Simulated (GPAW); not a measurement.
The system is Sr.

```xyz
1
Lattice="-2.4350 2.4350 2.4350 2.4350 -2.4350 2.4350 2.4350 2.4350 -2.4350" Properties=species:S:1:pos:R:3 pbc="T T T"
Sr    0.0000    0.0000    0.0000
```

This isn't the form of Sr at room conditions, which is fcc.

```yaml
Program: GPAW 26.7.0
Task: single point
Functional: PBE
Potentials_or_basis: GPAW PAW data sets (gpaw-data 1.2.1)
Cutoff: 600 eV
Basis: pw
k_mesh: 8 × 8 × 8
Occupations: fermi-dirac, width 0.05 eV
Spin: no spin polarisation
```

On this cell: pressure -0.7 GPa; band gap on the k mesh none (metal or under the smearing width).

The same run follows on a disturbed copy (cell strained at random at fixed volume):

```
CELL_PARAMETERS angstrom
-2.38017 2.47759 2.42469
2.37795 -2.51859 2.46347
2.36561 2.50403 -2.46569
ATOMIC_POSITIONS crystal
Sr 0.01360 0.00598 0.98610
```

Task: What changes?

Result: The energy (extrapolated to zero smearing) moves by +0.9 meV/atom; pressure -0.6 GPa; band gap on the k mesh none (metal or under the smearing width).

Stress tensor (GPa, compression positive):
```
-0.60  0.08  0.01
 0.08 -0.64  0.20
 0.01  0.20 -0.64
```

Caveats: the cell was measured hot, at 901 K.
